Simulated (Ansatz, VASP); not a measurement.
## TiNi in VASP and in Ansatz

```
CELL_PARAMETERS angstrom
2.94086 0.00000 0.00000
0.00000 2.94086 0.00000
0.00000 0.00000 2.94086
ATOMIC_POSITIONS crystal
Ti 0.50000 0.50000 0.50000
Ni 0.00000 0.00000 0.00000
```

Alike in both runs: task single point; functional PBEsol; k mesh 14 × 14 × 14; occupations gaussian, width 0.1 eV; no spin polarisation.

```csv
,VASP,Ansatz
version,VASP 6.6.1,Ansatz 0.2.0
potentials or method,"VASP PAW PBE potentials, release 64 (Ti_sv, Ni)","scalar-relativistic, plane waves, PAW"
plane-wave cutoff (eV),520,420
valence electrons in the cell,22,30
```

|  | VASP | Ansatz | Ansatz less VASP |
| --- | --- | --- | --- |
| gap on the k mesh at the Fermi level (eV) | none | none | - |
| pressure (GPa) | 5.4 | 5.7 | +0.30 |

A gap of «none» marks a metal or a gap that the smearing closes. The two sets of potentials don't hold the same shells in valence.

Caveats: the PAW data sets were made with another functional, which shifts forces and pressure a little (VASP). Spin polarisation is off, so any magnetic state and its effect on volume and gap are missing.
